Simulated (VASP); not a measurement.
A run of VASP 6.6.1 is set up as follows.

The input INCAR:

```
PREC = Accurate
ENCUT = 600
EDIFF = 1E-6
ISMEAR = 0
SIGMA = 0.03
LREAL = False
LASPH = True
NELM = 80
ALGO = Normal
ISIF = 3
LWAVE = False
LCHARG = False
GGA = PE
IVDW = 12
IBRION = 2
NSW = 90
EDIFFG = -0.01
```

Contents of KPOINTS:

```
regular mesh
0
Gamma
  9 9 5
```

POSCAR

```
ZrSe2
1.0
    3.7980000000      0.0000000000      0.0000000000
   -1.8990000000      3.2891644836      0.0000000000
    0.0000000000      0.0000000000      6.1920000000
Zr Se
1 2
Direct
    0.0000000000      0.0000000000      0.0000000000
    0.3333333333      0.6666666667      0.2500000000
    0.6666666667      0.3333333333      0.7500000000
```

Potentials or basis: VASP PAW PBE potentials, release 64 (Zr_sv, Se).

Launch:

```sh
$ cat potpaw_PBE.64/Zr_sv/POTCAR potpaw_PBE.64/Se/POTCAR > POTCAR
$ mpirun -np 1 vasp_std > vasp.out
```

Estimate the relaxed volume.

24.35 Å³/atom.

What does it give for the band gap on the k mesh?

0.05 eV, indirect (least direct gap 0.93 eV).

What does it give for the space group after relaxing (to 0.05 Å)?

P-3m1 (No. 164).

What does it give for the relaxed cell?

a = 3.740 Å, b = 3.740 Å, c = 6.028 Å, α = 90.00°, β = 90.00°, γ = 120.00°.

Stress tensor (GPa, compression positive):
```
-0.05  0.00  0.00
 0.00 -0.05  0.00
 0.00  0.00  0.04
```

Caveat: an odd mesh through Γ misses points on the zone boundary, where band edges often lie. Expect the measured gap to be larger: semilocal functionals such as PBE lack the derivative discontinuity.
